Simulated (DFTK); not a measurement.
Set up this calculation in DFTK 0.8.2, as the native input.

```yaml
Task: equation of state
Functional: PBEsol
Potentials_or_basis: SG15 1.2 (PBE)
Cutoff: 1225 eV
k_mesh: 8 × 8 × 8
Occupations: fermi-dirac, width 0.05 eV
Spin: no spin polarisation
Valence_electrons: W 28
Volume_scales: "[0.94, 0.96, 0.98, 1.0, 1.02, 1.04, 1.06]"
SCF_tolerance_on_the_density: 1e-06
```

The structure of W lies in W.cif:

```cif
data_W
_cell_length_a 2.74070194
_cell_length_b 2.74070194
_cell_length_c 2.74070194
_cell_angle_alpha 109.47122063
_cell_angle_beta 109.47122063
_cell_angle_gamma 109.47122063
_space_group_name_H-M_alt 'P1'
_space_group_name_Hall 'P 1'
_space_group_IT_number 1
loop_
_space_group_symop_operation_xyz
'x,y,z'
loop_
_atom_site_label
_atom_site_type_symbol
_atom_site_symmetry_multiplicity
_atom_site_Wyckoff_symbol
_atom_site_fract_x
_atom_site_fract_y
_atom_site_fract_z
_atom_site_occupancy
W1 W 1 a 0.0000000000 0.0000000000 0.0000000000 1
```

These files were run (other wordings do the same):

run.jl

```julia
using DFTK
using PseudoPotentialData
using Unitful, UnitfulAtomic
using LinearAlgebra, Printf
include("save.jl")
disable_threading()

lines = readlines("W.cif")
tag(name) = parse(Float64, split(only(filter(startswith(name), lines)))[2])
a, b, c = tag.(["_cell_length_a", "_cell_length_b", "_cell_length_c"])
α, β, γ = deg2rad.(tag.(["_cell_angle_alpha", "_cell_angle_beta", "_cell_angle_gamma"]))
cx, cy  = cos(β), (cos(α) - cos(β) * cos(γ)) / sin(γ)
lattice = austrip(1u"Å") * [a b*cos(γ) c*cx; 0 b*sin(γ) c*cy; 0 0 c*sqrt(1 - cx^2 - cy^2)]
sites     = split.(lines[findlast(startswith("_atom_site_"), lines)+1:end])
symbols   = [Symbol(s[2]) for s in sites]
positions = [parse.(Float64, s[5:7]) for s in sites]
pseudopotentials = Dict(:W => "W.upf")
elements = Dict(s => ElementPsp(s, pseudopotentials; rcut=10.0) for s in unique(symbols))
atoms    = [elements[s] for s in symbols]

build_model(lattice, positions; symmetries=true) =
    model_DFT(lattice, atoms, positions;
              functionals=PBEsol(),
              temperature=austrip(0.05u"eV"),
              smearing=Smearing.FermiDirac(),
              symmetries)
Ecut  = 45.0  # hartree
kgrid = [8, 8, 8]
tol   = 1e-6
to_GPa = ustrip(uconvert(u"GPa", 1u"hartree/bohr^3"))

results["points"] = []
for scale in [0.94, 0.96, 0.98, 1.0, 1.02, 1.04, 1.06]
    println("\n=== scale = ", scale)
    model = build_model(cbrt(scale) * lattice, positions)
    basis = PlaneWaveBasis(model; Ecut, kgrid)
    t0 = time()
    scfres = self_consistent_field(basis;
                                   tol,
                                   nbandsalg=AdaptiveBands(model; n_bands_converge=19))
    seconds = time() - t0
    @printf "SCF: %d iterations, %.1f s\n" scfres.n_iter seconds
    forces = compute_forces_cart(scfres)
    stress = compute_stresses_cart(scfres)
    @printf "V = %.5f Å^3  F = %.8f Ha  max force = %.5f eV/Å  p = %.4f GPa\n" ustrip(auconvert(u"Å^3", model.unit_cell_volume)) scfres.energies.total ustrip(auconvert(u"eV/Å", maximum(norm, forces))) (-tr(stress) / 3 * to_GPa)
    push!(results["points"], save_scf!(scfres; forces, stress, d=Dict{String,Any}("seconds" => seconds, "n_matvec" => get(scfres, :n_matvec, 0))))
end

# third-order Birch-Murnaghan fit in x = V^(-2/3)
V = [0.94, 0.96, 0.98, 1.0, 1.02, 1.04, 1.06] * abs(det(lattice))
E = [p["total"] for p in results["points"]]
x = V .^ (-2 / 3)
c = [x .^ 0 x x .^ 2 x .^ 3] \ E
Δ = c[3]^2 - 3c[2] * c[4]
if Δ > 0
    x0 = (-c[3] + sqrt(Δ)) / 3c[4]
    B0 = 4 / 9 * x0^(7 / 2) * (2c[3] + 6c[4] * x0)
    @printf "V0 = %.4f Å^3  B0 = %.2f GPa\n" ustrip(auconvert(u"Å^3", x0^(-3 / 2))) B0 * to_GPa
end
```

Potentials or basis: SG15 1.2 (PBE).

The run is started by

```console
$ julia --threads=1 run.jl  # save.jl only writes the numbers to a file and isn't shown; printed stress counts tension as positive; times include loading and compiling
```

Results of the run:

| Property | Result |
| --- | --- |
| Equilibrium volume | 15.64 Å³/atom |
| Bulk modulus | 326 GPa |
| Pressure derivative of the bulk modulus | 4.2 |

Caveat: the potentials were made for another functional, which shifts forces and pressure.

Wall time 5 min on 1 thread of Intel(R) Xeon(R) 6975P-C (Granite Rapids), with other jobs on the host, peak memory 1.5 GiB.
